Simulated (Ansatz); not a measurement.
Ga under changes of volume

One of the cells (19.929 Å³/atom); the others are scaled copies at fixed shape and fractional positions:

```xyz
4
Lattice="3.8170 -2.3266 0.0000 3.8170 2.3266 0.0000 0.0000 0.0000 4.4883" Properties=species:S:1:pos:R:3 pbc="T T T"
Ga    2.5773   -1.5260    1.1221
Ga    2.5773    1.5260    3.3662
Ga    5.0566    1.5260    3.3662
Ga    5.0566   -1.5260    1.1221
```

This isn't the form of Ga at room conditions, which is orthorhombic.

| Quantity | Value |
| --- | --- |
| Program | Ansatz 0.2.0 |
| Functional | PBE |
| Potentials or basis | Ansatz PAW |
| Cutoff | 420 eV (not typed: the program's choice for these potentials) |
| k mesh | 7 × 7 × 6 |
| Occupations | fermi-dirac, width 0.05 eV |
| Spin | no spin polarisation |

```csv
volume (Å³/atom),energy over the lowest point (meV/atom),pressure (GPa),largest force (eV/Å)
18.734,?,?,?
19.132,34.87,6.1,0.079
19.531,21.59,4.6,0.062
19.929,11.83,3.3,0.047
20.328,5.20,2.1,0.033
20.726,1.36,1.0,0.021
21.125,0.00,0.1,0.014
```

What does the run at 18.734 Å³/atom give?

Energy over the lowest point 52.11 meV/atom; pressure 7.8 GPa; largest force 0.097 eV/Å.

Worked out: A Birch-Murnaghan fit of order 3 (a polynomial in V^(-2/3)) to the other rows has its minimum at 21.16 Å³/atom, just outside them, with B0 = V·E''(V) = 47 GPa and B' = 5.1 at fixed shape and positions, which overstates the stiffness. It gives 52.06 meV/atom at 18.734 Å³/atom, against the run's 52.11, and -dE/dV = 7.8 GPa, against 7.8.

Energies are extrapolated to zero smearing.
